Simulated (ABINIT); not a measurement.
# CaO (Lime): a self-consistent loop beyond G0W0, cycle by cycle

Wanted: G0W0 and self-consistent gaps of CaO (Lime), with the cost of the cycles.

Method: PBE and many-body steps on it, plane waves, in ABINIT 10.8.3.

### Step 1. The starting structure

Symmetry: Fm-3m, No. 225, cubic system. Conventional cell: a = 4.813 Å, b = 4.813 Å, c = 4.813 Å, α = 90.00°, β = 90.00°, γ = 90.00°. Nearest to Ca lie 6 O at 2.41 Å. O has 6 Ca at 2.41 Å nearest. Farther neighbours and most contacts between anions are not listed.

The cell and positions come from the Crystallography Open Database and are kept as given unless a step says otherwise.

### Step 2. Empty states on the mesh, 6×6×6 mesh, 222 bands

This step: ABINIT 10.8.3; DFT, PBE, plane waves, norm-conserving pseudopotentials.

The sums over transitions need many empty states on a uniform mesh; this step solves for them.

run.abi

```
acell 3*1.0 Angstrom
rprim 
  -0.000000000000 2.406500000000 2.406500000000
  2.406500000000 -0.000000000000 2.406500000000
  2.406500000000 2.406500000000 -0.000000000000
ntypat 2
znucl 20 8
natom 2
typat 1 2
xred 
  0.000000000000 0.000000000000 0.000000000000
  0.500000000000 0.500000000000 0.500000000000
pp_dirpath "pseudos"
pseudos "Ca.upf, O.upf"
ecut 36
ngkpt 6 6 6
nshiftk 1
shiftk 0 0 0
kptopt 1
chksymbreak 0
irdden 1
istwfk *1
nband 222
prtvol 0
optdriver 6
gwr_task "HDIAGO"
paral_kgb 0
occopt 1
indata_prefix "in"
outdata_prefix "out"
tmpdata_prefix "tmp"
```

Command:

```sh
$ OMP_NUM_THREADS=1 mpirun -n 8 abinit run.abi > log
```

Output:

```text
.Version 10.8.3 of ABINIT. v10.8.2 released Aug 2026.

 Symmetries : space group Fm -3 m (#225); Bravais cF (face-center cubic)
[... echo of the input left out ...]
== DATASET  1 ==================================================================
-   mpi_nproc: 8, omp_nthreads: 1 (-1 if OMP is not activated)

--- !DatasetInfo
iteration_state: {dtset: 1, }
dimensions: {natom: 2, nkpt: 16, mband: 222, nsppol: 1, nspinor: 1, nspden: 1, mpw: 1964, }
cutoff_energies: {ecut:  36.0, pawecutdg:  -1.0, }
[...]
Indirect band gap semiconductor
 Fundamental gap:     3.662 (eV)
   VBM:     5.064 (eV) at k: [ 0.0000E+00,  0.0000E+00,  0.0000E+00]
   CBM:     8.727 (eV) at k: [ 5.0000E-01,  5.0000E-01,  0.0000E+00]
 Direct gap:         4.037 (eV) at k: [ 5.0000E-01,  5.0000E-01,  0.0000E+00]

== END DATASET(S) ==============================================================
================================================================================

 -outvars: echo values of variables after computation  --------
           etotal      0.0000000000E+00
            nband         222
             nkpt          16
          spgroup         225
 [... the other variables as echoed above ...]

 Calculation completed.
```

Run time: 13 s. Hardware: 8 MPI ranks of Arm Neoverse V2, shared host; peak memory 2.1 GiB.

This step gave:

```
gap                                                           : 3.662 eV
k of the valence top                                          : 0, 0, 0
k of the conduction bottom                                    : 0.5, 0.5, 0
least direct gap                                              : 4.037 eV
k points computed                                             : 16
lowest point of the top converged band, above the valence top : 205.5174 eV
```

On this mesh the gap is 3.662 eV.

The density comes from a self-consistent run that is not shown.

### Step 3. Screening, 6×6×6 mesh, 214 bands, screening to 261.2 eV

The RPA dielectric matrix is built and inverted for each q.

This step: RPA screening on PBE, plane waves, norm-conserving pseudopotentials.

Edit run.abi of step 2 so:

```diff
@@ -20,10 +20,11 @@
 chksymbreak 0
-irdden 1
 istwfk *1
-nband 222
-prtvol 0
-optdriver 6
-gwr_task "HDIAGO"
-paral_kgb 0
 occopt 1
+irdwfk 1
+optdriver 3
+nband 214
+ecuteps 9.6
+inclvkb 2
+awtr 1
+symchi 1
 indata_prefix "in"
```

Output:

```text
.Version 10.8.3 of ABINIT. v10.8.2 released Aug 2026.

 Symmetries : space group Fm -3 m (#225); Bravais cF (face-center cubic)
[... echo of the input left out ...]
== DATASET  1 ==================================================================
-   mpi_nproc: 8, omp_nthreads: 1 (-1 if OMP is not activated)

--- !DatasetInfo
iteration_state: {dtset: 1, }
dimensions: {natom: 2, nkpt: 16, mband: 214, nsppol: 1, nspinor: 1, nspden: 1, mpw: 1964, }
cutoff_energies: {ecut:  36.0, pawecutdg:  -1.0, }
electrons: {nelect:   1.60000000E+01, charge:   0.00000000E+00, occopt:   1.00000000E+00, tsmear:   1.00000000E-02, }

 SCREENING: Calculation of the susceptibility and dielectric matrices

 Based on a program developped by R.W. Godby, V. Olevano, G. Onida, and L. Reining.
 Incorporated in ABINIT by V. Olevano, G.-M. Rignanese, and M. Torrent.
.Using double precision arithmetic ; gwpc =  8

[... cell and pseudopotentials left out ...]
--------------------------------------------------------------------------------

 ==== K-mesh for the wavefunctions ====
 Number of points in the irreducible wedge :    16
[... list of points left out ...]
 Together with 48 symmetry operations and time-reversal symmetry
 yields   216 points in the full Brillouin Zone.

 ==== Q-mesh for the screening function ====
 Number of points in the irreducible wedge :    16
[... list of points left out ...]
 Together with 48 symmetry operations and time-reversal symmetry
 yields   216 points in the full Brillouin Zone.

 setmesh: FFT mesh size selected  =    27x   27x   27
          total number of points  =        19683

 vcoul_init : cutoff-mode = AUXILIARY_FUNCTION
 q-points for optical limit:   1
     1)      0.000010    0.000020    0.000030

- screening: taking advantage of time-reversal symmetry
- Maximum band index for partially occupied states nbvw = 8
- Remaining bands to be divided among processors   nbcw = 206
- Number of bands treated by each node ~25

 Number of electrons calculated from density =   16.0000; Expected =   16.0000
 average of density, n =  0.085062
 r_s =    1.4106
 omega_plasma =   28.1335 [eV]

 calculating chi0 at frequencies [eV] :
  1    0.000000E+00    0.000000E+00
  2    0.000000E+00    2.813348E+01

--------------------------------------------------------------------------------
  q-point number  1        q = ( 0.000000, 0.000000, 0.000000) [r.l.u.]
--------------------------------------------------------------------------------
[... chi0 elements left out ...]
 For q-point:  0.000010 0.000020 0.000030
  dielectric constant =   3.5657
  dielectric constant without local fields =   3.9236

  Average fulfillment of the sum rule on Im[epsilon] for q-point    1 :     85.64  [%]
[... wings left out ...]
  q-point number  2        q = ( 0.166667, 0.000000, 0.000000) [r.l.u.]
--------------------------------------------------------------------------------
[... chi0 elements left out ...]
  Average fulfillment of the sum rule on Im[epsilon] for q-point    2 :     89.22  [%]

 [... 14 further q-points ...]
```

Run time: 1.9 min. Hardware: 8 MPI ranks; peak memory 2.4 GiB; 15 min of CPU time.

This step gave:

| Item | Value |
| --- | --- |
| ε∞ with local fields, on this mesh, along the program's q direction | 3.566 |
| the same without local fields | 3.924 |
| plasma frequency | 28.13 eV |
| plane waves in the screening matrix | 283 |

Local fields lower ε∞ by 9 %.

### Step 4. G0W0

The self-energy is evaluated for the states that the input lists, and the levels follow from it, in one-shot runs by the linearised quasiparticle equation.

This step: G0W0 on PBE, plane waves, norm-conserving pseudopotentials.

Edit run.abi of step 3 so:

```diff
@@ -23,8 +23,17 @@
 irdwfk 1
-optdriver 3
+optdriver 4
 nband 214
+gwcalctyp 0
+ecutsigx 36
+symsigma 1
+nkptgw 2
+kptgw 
+  0.0000000000 0.0000000000 0.0000000000
+  0.5000000000 0.5000000000 0.0000000000
+bdgw 
+  6 12
+  7 10
 ecuteps 9.6
-inclvkb 2
-awtr 1
-symchi 1
+irdscr 1
+ppmodel 1
 indata_prefix "in"
```

Output:

```text
.Version 10.8.3 of ABINIT. v10.8.2 released Aug 2026.

 Symmetries : space group Fm -3 m (#225); Bravais cF (face-center cubic)
[... echo of the input left out ...]
== DATASET  1 ==================================================================
-   mpi_nproc: 8, omp_nthreads: 1 (-1 if OMP is not activated)

--- !DatasetInfo
iteration_state: {dtset: 1, }
dimensions: {natom: 2, nkpt: 16, mband: 214, nsppol: 1, nspinor: 1, nspden: 1, mpw: 1964, }
cutoff_energies: {ecut:  36.0, pawecutdg:  -1.0, }
electrons: {nelect:   1.60000000E+01, charge:   0.00000000E+00, occopt:   1.00000000E+00, tsmear:   1.00000000E-02, }

 SIGMA: Calculation of the GW corrections

 Based on a program developped by R.W. Godby, V. Olevano, G. Onida, and L. Reining.
 Incorporated in ABINIT by V. Olevano, G.-M. Rignanese, and M. Torrent.
.Using double precision arithmetic ; gwpc =  8

[... cell and pseudopotentials left out ...]
--------------------------------------------------------------------------------

 ==== K-mesh for the wavefunctions ====
 Number of points in the irreducible wedge :    16
[... list of points left out ...]
 Together with 48 symmetry operations and time-reversal symmetry
 yields   216 points in the full Brillouin Zone.

 ==== Q-mesh for screening function ====
 Number of points in the irreducible wedge :    16
[... list of points left out ...]
 Together with 48 symmetry operations and time-reversal symmetry
 yields   216 points in the full Brillouin Zone.

 vcoul_init : cutoff-mode = AUXILIARY_FUNCTION
 q-points for optical limit:   1
     1)      0.000010    0.000020    0.000030
 setmesh: FFT mesh size selected  =    36x   36x   36
          total number of points  =        46656

 Number of electrons calculated from density =   16.0000; Expected =   16.0000
 average of density, n =  0.085062
 r_s =    1.4106
 omega_plasma =   28.1335 [eV]

 === KS Band Gaps ===
  >>>> For spin  1
   Minimum direct gap =   4.0368 [eV], located at k-point      :   0.5000  0.5000  0.0000
   Fundamental gap    =   3.6624 [eV], Top of valence bands at :   0.0000  0.0000  0.0000
                                       Bottom of conduction at :   0.5000  0.5000  0.0000
 SIGMA fundamental parameters:
 PLASMON POLE MODEL  1
 number of plane-waves for SigmaX                 1917
 number of plane-waves for SigmaC and W            283
 number of plane-waves for wavefunctions          1917
 number of bands                                   214
 number of independent spin polarizations            1
 number of spinorial components                      1
 number of k-points in IBZ                          16
 number of q-points in IBZ                          16
 number of symmetry operations                      48
 number of k-points in BZ                          216
 number of q-points in BZ                          216
 number of frequencies for dSigma/dE                 9
 frequency step for dSigma/dE [eV]                0.25
 number of omega for Sigma on real axis              0
 max omega for Sigma on real axis  [eV]           0.00
 zcut for avoiding poles [eV]                     0.10

 EPSILON^-1 parameters (SCR file):
 dimension of the eps^-1 matrix on file            283
 dimension of the eps^-1 matrix used               283
 number of plane-waves for wavefunctions          1917
 number of bands                                   214
 number of q-points in IBZ                          16
 number of frequencies                               2
 number of real frequencies                          1
 number of imag frequencies                          1

 matrix elements of self-energy operator (all in [eV])

 Perturbative Calculation

--- !SelfEnergy_ee
iteration_state: {dtset: 1, }
kpoint     : [   0.000,    0.000,    0.000, ]
spin       : 1
KS_gap     :    4.714
QP_gap     :    6.276
Delta_QP_KS:    1.562
data: !SigmaeeData |
     Band     E0 <VxcDFT>   SigX SigC(E0)      Z dSigC/dE  Sig(E)    E-E0       E
        6   5.064 -19.387 -24.633   3.827   0.779  -0.284 -20.493  -1.105   3.959
        7   5.064 -19.387 -24.633   3.827   0.779  -0.284 -20.493  -1.105   3.959
        8   5.064 -19.387 -24.633   3.827   0.779  -0.284 -20.493  -1.105   3.959
        9   9.779 -10.893  -6.430  -3.921   0.844  -0.185 -10.436   0.457  10.236
       10  11.292 -13.900  -7.002  -4.843   0.842  -0.188 -12.171   1.729  13.021
       11  11.292 -13.900  -7.002  -4.843   0.842  -0.188 -12.171   1.729  13.021
       12  11.292 -13.900  -7.002  -4.843   0.842  -0.188 -12.171   1.729  13.021

--- !SelfEnergy_ee
iteration_state: {dtset: 1, }
kpoint     : [   0.500,    0.500,    0.000, ]
spin       : 1
KS_gap     :    4.037
QP_gap     :    6.342
Delta_QP_KS:    2.305
data: !SigmaeeData |
     Band     E0 <VxcDFT>   SigX SigC(E0)      Z dSigC/dE  Sig(E)    E-E0       E
        7   4.690 -18.916 -24.314   3.844   0.777  -0.286 -20.124  -1.208   3.482
        8   4.690 -18.916 -24.314   3.844   0.777  -0.286 -20.124  -1.208   3.482
        9   8.727 -11.430  -5.899  -4.240   0.850  -0.177 -10.332   1.097   9.824
       10  13.087 -16.112  -8.832  -4.969   0.832  -0.201 -14.188   1.924  15.011

== END DATASET(S) ==============================================================
================================================================================

 -outvars: echo values of variables after computation  --------
           etotal      0.0000000000E+00
            nband         214
             nkpt          16
          spgroup         225
 [... the other variables as echoed above ...]

 Calculation completed.
```

Elapsed: 22 s, on 8 MPI ranks; peak memory 2.5 GiB.

This step gave:

```yaml
g0w0_gap_on_the_points_computed: 5.865 eV
starting_gap_on_the_mesh: 3.662 eV
k_of_the_valence_top: 0, 0, 0
k_of_the_conduction_bottom: 0.5, 0.5, 0
z_at_the_valence_top: 0.779
z_at_the_conduction_bottom: 0.85
least_direct_g0w0_gap_on_the_computed_points: 6.277 eV
```

The gap on the mesh goes from 3.66 eV to 5.87 eV, a correction of +2.20 eV.

[end of part 1 of 2]

[Paths, hosts, dates, memory and timing lines, banners, echoed tables and standing remarks are left out of the program output.]

[Logs are printed without paths, hosts, clocks, repeated set-up lines and the standing remarks that a program may print on its own settings, such as how far it seeks lower states.]

[Runs of the session that timed out or met a known fault of the program may be left out.]

[Hosts, paths, dates, database ids (printed as entryN), source tags and the programs' standing remarks are cut or masked in the printed files.]

[G0W0 gaps are taken among the corrected bands and points alone; a level outside them can change the order at an edge.]

[Where Ansatz stands beside ABINIT at settings called matched, ABINIT's density can come from a denser mesh and the files from another edition; pairs whose starting gaps differed by over 0.03 eV were left out, so agreement reads better than it is.]
